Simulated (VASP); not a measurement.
# Sr8Ti8HO23 (a cell with a defect) in VASP: further runs

Aim: see how the results for Sr8Ti8HO23 (a cell with a defect) move with the level of theory and the settings. Levels: PBE, HSE06. Tasks: relaxation of the atoms, single point.

All numbers are computed with VASP 6.6.1; they aren't measurements. Logs are shortened: lines on timing, memory, paths and dates and some standing lists are left out, and cuts for length are marked.

**1. The crystal as given**

The cell holds a defect, 40 atoms: a = 7.880 Å, b = 7.880 Å, c = 7.880 Å, α = 90.00°, β = 90.00°, γ = 90.00°.

**2. Relaxation of the atoms, PBE**

INCAR reads:

```
SYSTEM = Sr8Ti8HO23
PREC     = Normal         ! precision mode
ENCUT    = 450            ! plane-wave cutoff, eV
EDIFF    = 1E-6           ! SCF threshold, eV
ISMEAR   = 0              ! smearing method
SIGMA    = 0.01           ! smearing width, eV
LREAL    = Auto         
LASPH    = .TRUE.         ! aspherical terms in the spheres
NELM     = 80             ! most SCF steps
ALGO     = Normal         ! electronic algorithm
ISIF     = 2              ! what is computed and relaxed
LWAVE    = .FALSE.        ! write WAVECAR
LCHARG   = .FALSE.        ! write CHGCAR
GGA      = PE             ! functional
IBRION   = 2              ! ionic algorithm
NSW      = 70             ! ionic steps
EDIFFG   = -0.025         ! ionic threshold
ICORELEVEL= 1            
NELECT   = 316.0        
ISYM     = 0            
KPAR     = 4            
NCORE    = 2
```

KPOINTS reads:

```
regular mesh
0
Monkhorst
  2 2 2
  0 0 0
```

POSCAR reads:

```
Sr8Ti8HO23
1.0
    7.8804100000      0.0000000000      0.0000000000
    0.0000000000     -7.8804100000      0.0000000000
    0.0000000000      0.0000000000     -7.8804100000
Sr Ti H O
8 8 1 23
Direct
    0.2500000000      0.2500000000      0.2500000000
    0.2500000000      0.2500000000      0.7500000000
    0.2500000000      0.7500000000      0.2500000000
    0.2500000000      0.7500000000      0.7500000000
    0.7500000000      0.2500000000      0.2500000000
    0.7500000000      0.2500000000      0.7500000000
    0.7500000000      0.7500000000      0.2500000000
    0.7500000000      0.7500000000      0.7500000000
    0.9976205700      0.5010929000      0.5097977300
    0.0000000000      0.5000000000      0.0000000000
    0.0000000000      0.0000000000      0.5000000000
    0.0000000000      0.0000000000      0.0000000000
    0.4969424300      0.5035802000      0.5007392700
    0.5000000000      0.5000000000      0.0000000000
    0.5000000000      0.0000000000      0.5000000000
    0.5000000000      0.0000000000      0.0000000000
    0.2527080400      0.4994705800      0.5019479600
    0.2500000000      0.5000000000      0.0000000000
    0.2500000000      0.0000000000      0.5000000000
    0.2500000000      0.0000000000      0.0000000000
    0.7500000000      0.5000000000      0.5000000000
    0.7500000000      0.5000000000      0.0000000000
    0.7500000000      0.0000000000      0.5000000000
    0.7500000000      0.0000000000      0.0000000000
    0.0000000000      0.2500000000      0.5000000000
    0.0000000000      0.2500000000      0.0000000000
    0.0000000000      0.7500000000      0.5000000000
    0.0000000000      0.7500000000      0.0000000000
    0.5000000000      0.2500000000      0.5000000000
    0.5000000000      0.2500000000      0.0000000000
    0.5000000000      0.7500000000      0.5000000000
    0.5000000000      0.7500000000      0.0000000000
    0.0000000000      0.5000000000      0.2500000000
    0.0000000000      0.5000000000      0.7500000000
    0.0000000000      0.0000000000      0.2500000000
    0.0000000000      0.0000000000      0.7500000000
    0.5000000000      0.5000000000      0.2500000000
    0.5000000000      0.5000000000      0.7500000000
    0.5000000000      0.0000000000      0.2500000000
    0.5000000000      0.0000000000      0.7500000000
```

Potentials or basis: VASP PAW PBE potentials, release 64 (Sr_sv, Ti_sv, H, O).

Command:

```
$ cat potpaw_PBE.64/Sr_sv/POTCAR potpaw_PBE.64/Ti_sv/POTCAR potpaw_PBE.64/H/POTCAR potpaw_PBE.64/O/POTCAR > POTCAR
$ mpirun -np 8 vasp_std > vasp.out
```

OUTCAR:

```text
SYSTEM = Sr8Ti8HO23
   PREC = Normal
   ENCUT = 450
   EDIFF = 1E-6
   ISMEAR = 0
   LREAL = Auto
   LASPH = .TRUE.
   NELM = 80
   ISIF = 2
   GGA = PE
   IBRION = 2
   NSW = 70
   EDIFFG = -0.025
   NELECT = 316.0
   ISYM = 0

 ion  position               nearest neighbor table
   1  0.250  0.250  0.250-  18 2.79  19 2.79  20 2.79  25 2.79  26 2.79  29 2.79  30 2.79  33 2.79
                            35 2.79  37 2.79  39 2.79  17 2.79  10 3.41  11 3.41  12 3.41  14 3.41
   2  0.250  0.250  0.750-  17 2.77  18 2.79  19 2.79  20 2.79  25 2.79  26 2.79  29 2.79  30 2.79
                            34 2.79  36 2.79  38 2.79  40 2.79   9 3.38  13 3.41  11 3.41  12 3.41
   3  0.250  0.750  0.250-  18 2.79  19 2.79  20 2.79  27 2.79  28 2.79  31 2.79  32 2.79  33 2.79
                            35 2.79  37 2.79  39 2.79  17 2.80  13 3.39  11 3.41  12 3.41  10 3.41
   4  0.250  0.750  0.750-  17 2.78  18 2.79  19 2.79  20 2.79  27 2.79  28 2.79  31 2.79  32 2.79
                            34 2.79  36 2.79  38 2.79  40 2.79   9 3.37  13 3.38  11 3.41  12 3.41
   5  0.750  0.250  0.250-  21 2.79  22 2.79  23 2.79  24 2.79  25 2.79  26 2.79  29 2.79  30 2.79
                            33 2.79  35 2.79  37 2.79  39 2.79  10 3.41  11 3.41  12 3.41  14 3.41
   6  0.750  0.250  0.750-  21 2.79  22 2.79  23 2.79  24 2.79  25 2.79  26 2.79  29 2.79  30 2.79
                            34 2.79  36 2.79  38 2.79  40 2.79   9 3.36  10 3.41  11 3.41  12 3.41
   7  0.750  0.750  0.250-  21 2.79  22 2.79  23 2.79  24 2.79  27 2.79  28 2.79  31 2.79  32 2.79
                            33 2.79  35 2.79  37 2.79  39 2.79  10 3.41  11 3.41  12 3.41  14 3.41
   8  0.750  0.750  0.750-  21 2.79  22 2.79  23 2.79  24 2.79  27 2.79  28 2.79  31 2.79  32 2.79
                            34 2.79  36 2.79  38 2.79  40 2.79   9 3.35  13 3.41  11 3.41  12 3.41
   9  0.998  0.501  0.510-  34 1.89  21 1.95  27 1.96  25 1.98  33 2.05   8 3.35   6 3.36   4 3.37
                             2 3.38   7 3.44   5 3.45   3 3.46   1 3.47
  10  0.000  0.500  0.000-  18 1.97  22 1.97  26 1.97  28 1.97  33 1.97  34 1.97   7 3.41   8 3.41
                             1 3.41   2 3.41   3 3.41   4 3.41   5 3.41   6 3.41
  11  0.000  0.000  0.500-  19 1.97  23 1.97  25 1.97  27 1.97  35 1.97  36 1.97   7 3.41   8 3.41
                             1 3.41   2 3.41   3 3.41   4 3.41   5 3.41   6 3.41
  12  0.000  0.000  0.000-  20 1.97  24 1.97  26 1.97  28 1.97  35 1.97  36 1.97   7 3.41   8 3.41
                             1 3.41   2 3.41   3 3.41   4 3.41   5 3.41   6 3.41
  13  0.497  0.504  0.501-  31 1.94  38 1.96  37 1.98  21 1.99  29 2.00   4 3.38   3 3.39   8 3.41
                             2 3.41   7 3.41   1 3.42   6 3.44   5 3.45
  14  0.500  0.500  0.000-  18 1.97  22 1.97  30 1.97  32 1.97  37 1.97  38 1.97   7 3.41   8 3.41
                             1 3.41   2 3.41   3 3.41   4 3.41   5 3.41   6 3.41
  15  0.500  0.000  0.500-  19 1.97  23 1.97  29 1.97  31 1.97  39 1.97  40 1.97   7 3.41   8 3.41
                             1 3.41   2 3.41   3 3.41   4 3.41   5 3.41   6 3.41
  16  0.500  0.000  0.000-  20 1.97  24 1.97  30 1.97  32 1.97  39 1.97  40 1.97   7 3.41   8 3.41
                             1 3.41   2 3.41   3 3.41   4 3.41   5 3.41   6 3.41
  17  0.253  0.499  0.502-   2 2.77   4 2.78   1 2.79   3 2.80
  18  0.250  0.500  0.000-  10 1.97  14 1.97   3 2.79   4 2.79   1 2.79   2 2.79
  19  0.250  0.000  0.500-  11 1.97  15 1.97   3 2.79   4 2.79   1 2.79   2 2.79
  20  0.250  0.000  0.000-  12 1.97  16 1.97   3 2.79   4 2.79   1 2.79   2 2.79
  21  0.750  0.500  0.500-   9 1.95  13 1.99   7 2.79   8 2.79   5 2.79   6 2.79
  22  0.750  0.500  0.000-  10 1.97  14 1.97   7 2.79   8 2.79   5 2.79   6 2.79
  23  0.750  0.000  0.500-  11 1.97  15 1.97   7 2.79   8 2.79   5 2.79   6 2.79
[... 15 lines left out ...]
  39  0.500  0.000  0.250-  15 1.97  16 1.97   5 2.79   7 2.79   1 2.79   3 2.79
  40  0.500  0.000  0.750-  15 1.97  16 1.97   6 2.79   8 2.79   2 2.79   4 2.79

[... 48 lines left out ...]
  Direction    XX          YY          ZZ          XY          YZ          ZX
  --------------------------------------------------------------------------------------
  -------------------------------------------------------------------------------------
  Total        6.3446106      8.2920077      8.6791424     -0.0535399     -0.0482634      0.1973036
  in kB       20.7715601     27.1471247     28.4145612     -0.1752837     -0.1580090      0.6459503
  external PRESSURE =      25.4444153 kB  Pullay stress =       0.0000000 kB
[... 203 lines left out ...]
  FREE ENERGIE OF THE ION-ELECTRON SYSTEM (eV)
  ---------------------------------------------------
  free  energy   TOTEN  =      -308.6199473369 eV

  energy  without entropy=     -308.6199471180  energy(sigma->0) =     -308.61994723

[... ionic steps 4 to 9 ...]

--------------------------------------- Ionic step       10  -------------------------------------------

 number of electron     315.9999165 magnetization

------------------------ aborting loop because EDIFF is reached ----------------------------------------
[... 143 lines left out ...]
--------------------------------------- Ionic step       12  -------------------------------------------

 number of electron     315.9999146 magnetization

 Free energy of the ion-electron system (eV)
  ---------------------------------------------------
  ext. energy  EPLUGINS =         0.00000000
  ---------------------------------------------------
  free energy    TOTEN  =      -308.69548014 eV

  energy without entropy =     -308.69547980  energy(sigma->0) =     -308.69547997

 the core state eigenenergies are
   1-  1s -15923.3588  2s  -2145.9282  2p  -1905.3192  3s   -321.9402  3p   -244.3102
       3d   -116.2061
   2-  1s -15923.3592  2s  -2145.9286  2p  -1905.3196  3s   -321.9405  3p   -244.3105
       3d   -116.2064
   3-  1s -15923.3584  2s  -2145.9278  2p  -1905.3188  3s   -321.9398  3p   -244.3098
       3d   -116.2057
   4-  1s -15923.3588  2s  -2145.9282  2p  -1905.3192  3s   -321.9401  3p   -244.3101
       3d   -116.2060
   5-  1s -15923.4876  2s  -2146.0552  2p  -1905.4465  3s   -322.0629  3p   -244.4328
       3d   -116.3287
   6-  1s -15923.4879  2s  -2146.0556  2p  -1905.4469  3s   -322.0633  3p   -244.4332
       3d   -116.3291
   7-  1s -15923.4875  2s  -2146.0552  2p  -1905.4465  3s   -322.0629  3p   -244.4328
       3d   -116.3287
   8-  1s -15923.4879  2s  -2146.0555  2p  -1905.4468  3s   -322.0632  3p   -244.4331
       3d   -116.3290
   9-  1s  -4857.8030  2s   -526.8205  2p   -434.0726
  10-  1s  -4857.9488  2s   -527.0134  2p   -434.2618
  11-  1s  -4857.9490  2s   -527.0136  2p   -434.2620
  12-  1s  -4857.9896  2s   -527.0770  2p   -434.3233
  13-  1s  -4857.8018  2s   -526.8191  2p   -434.0713
  14-  1s  -4857.9478  2s   -527.0125  2p   -434.2610
  15-  1s  -4857.9473  2s   -527.0121  2p   -434.2605
  16-  1s  -4857.9885  2s   -527.0763  2p   -434.3225
  17-
  18-  1s   -500.0129
  19-  1s   -500.0132
  20-  1s   -500.0991
  21-  1s   -500.6066
  22-  1s   -500.0685
  23-  1s   -500.0683
[... 15 lines left out ...]
  39-  1s   -500.0804
  40-  1s   -500.0836

 E-fermi :   6.5415     XC(G=0): -11.0952

 val. band max:        6.5092644314   @ k =  -0.2500   0.2500   0.2500
 cond. band min:       6.5737982956   @ k =   0.2500  -0.2500   0.2500
 fundamental gap:      0.0645338643
 Fermi energy:         6.5414715013

 k-point     1 :       0.2500    0.2500    0.2500
  band No.  band energies     occupation
      1     -52.2225      2.00000
      2     -52.2213      2.00000
      3     -52.1551      2.00000
      4     -52.1549      2.00000
      5     -52.1538      2.00000
      6     -52.1535      2.00000
[... 681 lines left out ...]
    169       7.6758      0.00000
    170       7.6828      0.00000
 [bands above 170 left out]

------------------------ aborting loop because EDIFF is reached ----------------------------------------

  FORCE on cell =-STRESS in cart. coord.  units (eV):
  Direction    XX          YY          ZZ          XY          YZ          ZX
  --------------------------------------------------------------------------------------
  -------------------------------------------------------------------------------------
  Total        8.8035139      8.2419416      8.2457655      0.0036310      0.0015435      0.0003558
  in kB       28.8217399     26.9832138     26.9957330      0.0118873      0.0050534      0.0011648
  external PRESSURE =      27.6002289 kB  Pullay stress =       0.0000000 kB
[... 55 lines left out ...]
  FREE ENERGIE OF THE ION-ELECTRON SYSTEM (eV)
  ---------------------------------------------------
  free  energy   TOTEN  =      -308.6954801442 eV

  energy  without entropy=     -308.6954797970  energy(sigma->0) =     -308.69547997

 reached required accuracy - stopping structural energy minimisation
```

It took 4.1 min on 8 MPI ranks of Intel Xeon 6975P-C (Granite Rapids), shared host; peak memory 0.29 GiB.

What came out:

```
Free energy                  : -308.6955 eV
Energy gained by relaxing    : 10.7 meV/atom
Ionic steps                  : 12
Largest force after relaxing : 0.017 eV/Å
```

Forces in eV/Å, atoms in the order of the input:
```
Sr   0.001 -0.004 -0.006
Sr  -0.001 -0.008  0.004
Sr   0.001  0.004 -0.007
Sr  -0.001  0.009  0.005
Sr  -0.003  0.004  0.002
Sr   0.000  0.000 -0.003
Sr  -0.004 -0.004  0.001
Sr  -0.001  0.001 -0.001
Ti  -0.003  0.000  0.000
Ti   0.010  0.003  0.005
Ti   0.010  0.003  0.001
Ti  -0.005 -0.002 -0.002
Ti   0.017  0.002 -0.002
Ti  -0.002  0.000  0.006
Ti  -0.001  0.000  0.009
Ti   0.008 -0.001 -0.011
H    0.004 -0.001  0.009
O   -0.004 -0.001  0.002
O   -0.001  0.001 -0.004
O   -0.004  0.000 -0.001
O    0.000  0.000  0.005
O    0.003 -0.001  0.007
O    0.000  0.000 -0.004
O    0.002  0.000 -0.001
O   -0.004  0.010  0.002
O   -0.006  0.005  0.001
O   -0.001 -0.008  0.000
O   -0.005 -0.005  0.001
O    0.001 -0.001 -0.004
O    0.004  0.006 -0.003
O   -0.003  0.000 -0.005
O    0.004 -0.006 -0.003
O   -0.002 -0.001 -0.003
O   -0.005 -0.002 -0.004
O   -0.007  0.000  0.012
O   -0.004 -0.001 -0.008
O   -0.004  0.001  0.006
O    0.001  0.000 -0.002
O    0.005  0.000  0.004
O    0.002  0.000 -0.010
```

Step by step:
| step | energy change (eV) | largest force (eV/Å) | pressure (GPa) |
| --- | --- | --- | --- |
| 1 | 0.0000 | 2.4749 | 2.54 |
| 2 | -0.3186 | 1.2814 | 2.99 |
| 3 | -0.3513 | 0.4462 | 2.85 |
| 4 | -0.3919 | 0.2578 | 2.86 |
| 5 | -0.3955 | 0.2740 | 2.88 |
| 6 | -0.4186 | 0.1552 | 2.81 |
| 7 | -0.4222 | 0.1288 | 2.78 |
| 8 | -0.4252 | 0.0669 | 2.78 |
| 9 | -0.4253 | 0.0531 | 2.78 |
| 10 | -0.4262 | 0.0309 | 2.78 |
| 11 | -0.4264 | 0.0505 | 2.77 |
| 12 | -0.4268 | 0.0168 | 2.76 |

Final structure:
```yaml
crystal:
  lattice:
    - [7.88041, 0.00000, 0.00000]
    - [0.00000, -7.88041, 0.00000]
    - [0.00000, 0.00000, -7.88041]
  atoms:
    - { symbol: Sr, position: [0.24992, 0.24673, 0.24694] }
    - { symbol: Sr, position: [0.24992, 0.24670, 0.75381] }
    - { symbol: Sr, position: [0.24991, 0.75359, 0.24690] }
    - { symbol: Sr, position: [0.24992, 0.75363, 0.75384] }
    - { symbol: Sr, position: [0.74997, 0.24692, 0.24721] }
    - { symbol: Sr, position: [0.74991, 0.24682, 0.75376] }
    - { symbol: Sr, position: [0.74999, 0.75344, 0.24717] }
    - { symbol: Sr, position: [0.74991, 0.75354, 0.75381] }
    - { symbol: Ti, position: [0.99198, 0.50018, 0.50055] }
    - { symbol: Ti, position: [0.00154, 0.50015, 0.00054] }
    - { symbol: Ti, position: [0.00155, 0.00019, 0.50036] }
    - { symbol: Ti, position: [0.99966, 0.00014, 0.00037] }
    - { symbol: Ti, position: [0.50772, 0.50020, 0.50051] }
    - { symbol: Ti, position: [0.49820, 0.50016, 0.00054] }
    - { symbol: Ti, position: [0.49820, 0.00018, 0.50034] }
    - { symbol: Ti, position: [0.50018, 0.00016, 0.00031] }
    - { symbol: H, position: [0.24985, 0.49997, 0.50113] }
    - { symbol: O, position: [0.24997, 0.50003, 0.00027] }
    - { symbol: O, position: [0.24995, 0.00019, 0.50005] }
    - { symbol: O, position: [0.24998, 0.00005, 0.00014] }
    - { symbol: O, position: [0.74991, 0.50018, 0.50030] }
    - { symbol: O, position: [0.74993, 0.50005, 0.00063] }
    - { symbol: O, position: [0.74996, 0.00003, 0.50012] }
    - { symbol: O, position: [0.74995, 0.00004, 0.00009] }
    - { symbol: O, position: [0.00756, 0.25283, 0.50020] }
    - { symbol: O, position: [0.99921, 0.24998, 0.00022] }
    - { symbol: O, position: [0.00776, 0.74733, 0.50025] }
    - { symbol: O, position: [0.99922, 0.75009, 0.00021] }
    - { symbol: O, position: [0.49235, 0.25278, 0.50003] }
    - { symbol: O, position: [0.50068, 0.25003, 0.00005] }
    - { symbol: O, position: [0.49216, 0.74743, 0.50000] }
    - { symbol: O, position: [0.50068, 0.75010, 0.00006] }
    - { symbol: O, position: [0.00780, 0.50001, 0.25300] }
    - { symbol: O, position: [0.00753, 0.49997, 0.74766] }
    - { symbol: O, position: [0.99922, 0.00001, 0.25018] }
    - { symbol: O, position: [0.99923, 0.00002, 0.75020] }
    - { symbol: O, position: [0.49216, 0.50006, 0.25300] }
    - { symbol: O, position: [0.49235, 0.50007, 0.74757] }
    - { symbol: O, position: [0.50070, 0.00007, 0.25006] }
    - { symbol: O, position: [0.50066, 0.00006, 0.75011] }
```

Core levels (eV, on the scale of the bands):
```csv
atom,levels
1 Sr,"1s -15923.4, 2s -2145.9, 2p -1905.3, 3s -321.9, 3p -244.3, 3d -116.2"
2 Sr,"1s -15923.4, 2s -2145.9, 2p -1905.3, 3s -321.9, 3p -244.3, 3d -116.2"
3 Sr,"1s -15923.4, 2s -2145.9, 2p -1905.3, 3s -321.9, 3p -244.3, 3d -116.2"
4 Sr,"1s -15923.4, 2s -2145.9, 2p -1905.3, 3s -321.9, 3p -244.3, 3d -116.2"
5 Sr,"1s -15923.5, 2s -2146.1, 2p -1905.4, 3s -322.1, 3p -244.4, 3d -116.3"
6 Sr,"1s -15923.5, 2s -2146.1, 2p -1905.4, 3s -322.1, 3p -244.4, 3d -116.3"
```

Caveat: the cell is charged against a uniform background, so pressure and absolute levels hang on convention; the cutoff is under 1.25 times the usual one of these potentials, so pressure, stress and relaxed cells hold a basis-set (Pulay) error.

(Part 1 of 2 ends here.)
